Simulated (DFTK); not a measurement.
# HfN (Fm-3m) in DFTK: reference runs

Reference runs on HfN: the cell as given and a disturbed copy.

Program: DFTK 0.8.2. These are calculated values, not measurements. Logs are shortened: lines on timing, memory, paths and dates and some standing lists are left out, and cuts for length are marked.

## Step 1: The structure

Symmetry: Fm-3m, No. 225, cubic system. Conventional cell: a = 4.512 Å, b = 4.512 Å, c = 4.512 Å, α = 90.00°, β = 90.00°, γ = 90.00°. Hf (site symmetry m-3m) has 6 N at 2.26 Å as nearest neighbours. Around N (site symmetry m-3m) lie 6 Hf at 2.26 Å.

## Step 2: Single point, PBEsol (atoms moved at random, drawn with an rms of 0.05 Å)

Input file run.jl:

```julia
using DFTK
using PseudoPotentialData
using Unitful, UnitfulAtomic
using LinearAlgebra, Printf
include("save.jl")
disable_threading()

# lattice vectors are the columns
lattice = austrip(1u"Å") * [           0.0          2.256          2.256;
                    2.256            0.0          2.256;
                    2.256          2.256            0.0]
symbols   = [:Hf, :N]
positions = [[0.025578, 0.011518, -0.01355],
             [0.486813, 0.502851, 0.51365]]
pseudopotentials = PseudoFamily("dojo.nc.sr.pbesol.v0_4_1.standard.upf")
elements = Dict(s => ElementPsp(s, pseudopotentials) for s in unique(symbols))
atoms    = [elements[s] for s in symbols]

build_model(lattice, positions; symmetries=true) =
    model_DFT(lattice, atoms, positions;
              functionals=PBEsol(),
              temperature=austrip(0.05u"eV"),
              smearing=Smearing.FermiDirac(),
              symmetries)
Ecut  = 42.0  # hartree
kgrid = [10, 10, 10]
tol   = 1e-6
to_GPa = ustrip(uconvert(u"GPa", 1u"hartree/bohr^3"))

model = build_model(lattice, positions)
basis = PlaneWaveBasis(model; Ecut, kgrid)
display(basis)
scfres = self_consistent_field(basis;
                               tol,
                               nbandsalg=AdaptiveBands(model; n_bands_converge=13))
display(scfres.energies)
@printf "Fermi level: %.6f eV\n" ustrip(auconvert(u"eV", something(scfres.εF, NaN)))
forces = compute_forces_cart(scfres)
println("Forces (eV/Å)")
for (s, f) in zip(symbols, forces)
    @printf "%-3s %12.6f %12.6f %12.6f\n" s ustrip.(auconvert.(u"eV/Å", f))...
end
stress = compute_stresses_cart(scfres)
println("Stress (GPa)")
display(round.(stress * to_GPa; digits=4))
println("Levels at the first k-point (eV): ", round.(ustrip.(auconvert.(u"eV", scfres.eigenvalues[1][1:scfres.n_bands_converge])); digits=4))
save_scf!(scfres; forces, stress)
```

Potentials or basis: dojo.nc.sr.pbesol.v0_4_1.standard.upf (PBEsol).

Started as:

```bash
julia --threads=1 run.jl  # save.jl only writes the numbers to a file and isn't shown; printed stress counts tension as positive; times include loading and compiling
```

Log:

```text
PlaneWaveBasis discretization:

    Ecut                 : 42.0 Ha
    fft_size             : (40, 40, 40), 64000 total points
    kgrid                : MonkhorstPack([10, 10, 10])
    num.   red. kpoints  : 1000
    num. irred. kpoints  : 1000

    Discretized Model(gga_x_pbe_sol+gga_c_pbe_sol, 3D):
        lattice (in Bohr)    : [0         , 4.26322   , 4.26322   ]
                               [4.26322   , 0         , 4.26322   ]
                               [4.26322   , 4.26322   , 0         ]
        unit cell volume     : 154.97 Bohr³

        atoms                : HfN
        pseudopot. family    : PseudoFamily("dojo.nc.sr.pbesol.v0_4_1.standard.upf")

        num. electrons       : 17
        spin polarization    : none
        temperature          : 0.0018375 Ha
        smearing             : DFTK.Smearing.FermiDirac()

        terms                : Kinetic()
                               AtomicLocal()
                               AtomicNonlocal()
                               Ewald(nothing)
                               PspCorrection()
                               Hartree()
                               Xc(gga_x_pbe_sol, gga_c_pbe_sol)
                               Entropy()
n     Energy            log10(ΔE)   log10(Δρ)   Diag   Δtime
---   ---------------   ---------   ---------   ----   ------
  1   -66.71890116013                   -0.57    4.3    74.5s
  2   -66.84972732812       -0.88       -1.10    2.4    53.1s
  3   -66.85456926347       -2.31       -1.61    2.6    55.6s
  4   -66.85473111814       -3.79       -2.43    1.3    42.6s
  5   -66.85475456854       -4.63       -3.08    2.8    56.4s
  6   -66.85475505506       -6.31       -3.49    2.4    53.3s
  7   -66.85475515495       -7.00       -4.49    1.8    43.3s
  8   -66.85475515721       -8.65       -4.72    3.4    65.4s
  9   -66.85475515741       -9.71       -5.20    1.0    38.2s
 10   -66.85475515745      -10.38       -6.31    2.1    49.5s
Energy breakdown (in Ha):
    Kinetic             21.6772373
    AtomicLocal         -29.5903549
    AtomicNonlocal      1.6252797
    Ewald               -53.0656601
    PspCorrection       2.9899633
    Hartree             6.7940658
    Xc                  -17.2850905
    Entropy             -0.0001958

    total               -66.854755157452
Fermi level: 13.914948 eV
Forces (eV/Å)
Hf      0.475577    -0.298321    -1.227974
N      -0.475581     0.298324     1.227984
Stress (GPa)
3×3 StaticArraysCore.SMatrix{3, 3, Float64, 9} with indices SOneTo(3)×SOneTo(3):
  2.0012  -0.0874  -0.4657
 -0.0874   2.3696   0.3002
 -0.4657   0.3002  -1.5687
Levels at the first k-point (eV): [-48.7568, -17.1635, -17.1453, -17.1436, -3.5983, 10.6321, 10.6643, 10.6977, 13.5103, 13.713, 13.7925, 15.6498, 15.8849]
```

It took 22 min on 1 thread of Intel Xeon 6975P-C (Granite Rapids), shared host; peak memory 8.1 GiB.

What came out:

```
Free energy            : -1819.2106 eV
Pressure               : -0.9 GPa
Largest force          : 1.350 eV/Å
Band gap on the k mesh : none (metal or under the smearing width)
```

Forces in eV/Å, atoms in the order of the input:
```
Hf   0.476 -0.298 -1.228
N   -0.476  0.298  1.228
```

Stress tensor (GPa, compression positive):
```
-2.00  0.09  0.47
 0.09 -2.37 -0.30
 0.47 -0.30  1.57
```

Levels at points of the mesh, in eV from the Fermi level:
| k point | band 4 | band 5 | band 6 | band 7 | band 8 | band 9 | band 10 | band 11 | band 12 | band 13 |
| --- | --- | --- | --- | --- | --- | --- | --- | --- | --- | --- |
| (0.00, 0.00, 0.00) | -31.06 | -17.51 | -3.28 | -3.25 | -3.22 | -0.40 | -0.20 | -0.12 | 1.73 | 1.97 |
| (-0.50, 0.00, 0.00) | -31.15 | -14.75 | -8.97 | -6.30 | -6.29 | 3.15 | 3.64 | 3.73 | 4.51 | 8.69 |
| (0.00, -0.50, 0.00) | -31.15 | -14.72 | -8.99 | -6.26 | -6.21 | 3.20 | 3.49 | 3.67 | 4.40 | 8.57 |
| (-0.50, -0.50, 0.00) | -31.38 | -16.40 | -5.44 | -4.19 | -3.74 | -3.43 | 4.11 | 5.48 | 5.53 | 5.53 |
| (0.00, 0.00, -0.50) | -31.15 | -14.74 | -8.98 | -6.28 | -6.24 | 3.15 | 3.58 | 3.70 | 4.44 | 8.64 |
| (-0.50, 0.00, -0.50) | -31.38 | -16.40 | -5.48 | -4.65 | -3.77 | -2.92 | 4.15 | 5.48 | 5.53 | 5.55 |
| (0.00, -0.50, -0.50) | -31.38 | -16.40 | -5.47 | -4.62 | -3.76 | -2.96 | 4.15 | 5.49 | 5.53 | 5.55 |
| (-0.50, -0.50, -0.50) | -31.15 | -14.73 | -8.98 | -6.27 | -6.23 | 3.17 | 3.54 | 3.69 | 4.42 | 8.61 |

## Step 3: Single point, PBEsol

Changes to run.jl since step 2:

```diff
@@ -12,4 +12,4 @@
 symbols   = [:Hf, :N]
-positions = [[0.025578, 0.011518, -0.01355],
-             [0.486813, 0.502851, 0.51365]]
+positions = [[0.0, 0.0, 0.0],
+             [0.5, 0.5, 0.5]]
 pseudopotentials = PseudoFamily("dojo.nc.sr.pbesol.v0_4_1.standard.upf")
```

Potentials or basis: dojo.nc.sr.pbesol.v0_4_1.standard.upf (PBEsol).

Started as:

```bash
julia --threads=1 run.jl  # save.jl only writes the numbers to a file and isn't shown; printed stress counts tension as positive; times include loading and compiling
```

Log:

```text
PlaneWaveBasis discretization:

    Ecut                 : 42.0 Ha
    fft_size             : (40, 40, 40), 64000 total points
    kgrid                : MonkhorstPack([10, 10, 10])
    num.   red. kpoints  : 1000
    num. irred. kpoints  : 47

    Discretized Model(gga_x_pbe_sol+gga_c_pbe_sol, 3D):
        lattice (in Bohr)    : [0         , 4.26322   , 4.26322   ]
                               [4.26322   , 0         , 4.26322   ]
                               [4.26322   , 4.26322   , 0         ]
        unit cell volume     : 154.97 Bohr³

        atoms                : HfN
        pseudopot. family    : PseudoFamily("dojo.nc.sr.pbesol.v0_4_1.standard.upf")

        num. electrons       : 17
        spin polarization    : none
        temperature          : 0.0018375 Ha
        smearing             : DFTK.Smearing.FermiDirac()

        terms                : Kinetic()
                               AtomicLocal()
                               AtomicNonlocal()
                               Ewald(nothing)
                               PspCorrection()
                               Hartree()
                               Xc(gga_x_pbe_sol, gga_c_pbe_sol)
                               Entropy()
n     Energy            log10(ΔE)   log10(Δρ)   Diag   Δtime
---   ---------------   ---------   ---------   ----   ------
  1   -66.72280113077                   -0.57    5.1    3.94s
  2   -66.85231148815       -0.89       -1.09    2.4    2.44s
  3   -66.85745573719       -2.29       -1.61    2.7    2.42s
  4   -66.85762014629       -3.78       -2.43    1.3    1.91s
  5   -66.85764302615       -4.64       -3.10    2.8    2.30s
  6   -66.85764342850       -6.40       -3.46    2.3    2.31s
  7   -66.85764354529       -6.93       -4.41    1.8    2.00s
  8   -66.85764354772       -8.61       -4.75    3.0    2.52s
  9   -66.85764354788       -9.78       -5.20    1.2    1.82s
 10   -66.85764354792      -10.38       -6.28    2.0    2.18s
Energy breakdown (in Ha):
    Kinetic             21.6585897
    AtomicLocal         -29.5001442
    AtomicNonlocal      1.6260828
    Ewald               -53.1059377
    PspCorrection       2.9899633
    Hartree             6.7550080
    Xc                  -17.2809698
    Entropy             -0.0002355

    total               -66.857643547924
Fermi level: 13.903650 eV
Forces (eV/Å)
Hf     -0.000000    -0.000000    -0.000000
N      -0.000000    -0.000000     0.000000
Stress (GPa)
3×3 StaticArraysCore.SMatrix{3, 3, Float64, 9} with indices SOneTo(3)×SOneTo(3):
  2.7699   0.0     -0.0
 -0.0      2.7699   0.0
  0.0     -0.0      2.7699
Levels at the first k-point (eV): [-48.7726, -17.1591, -17.1591, -17.1591, -3.6002, 10.8769, 10.8769, 10.8769, 13.4985, 13.4985, 13.4985, 15.6825, 15.8293]
```

Run time: 68 s. Hardware: 1 thread of AMD EPYC 9R45 (Zen 5), shared host; peak memory 1.7 GiB.

Results:

```yaml
Free_energy: -1819.2892 eV
Pressure: -2.8 GPa
Band_gap_on_the_k_mesh: none (metal or under the smearing width)
```

Levels at points of the mesh, in eV from the Fermi level:
```csv
k point,band 7,band 8,band 9,band 10,band 11,band 12
"(0.00, 0.00, 0.00)",-3.03,-3.03,-0.41,-0.41,-0.41,1.78
"(-0.50, 0.00, 0.00)",-6.27,-6.27,3.25,3.69,3.69,4.40
"(-0.50, -0.50, 0.00)",-3.89,-3.71,-3.71,4.09,5.55,5.55
```
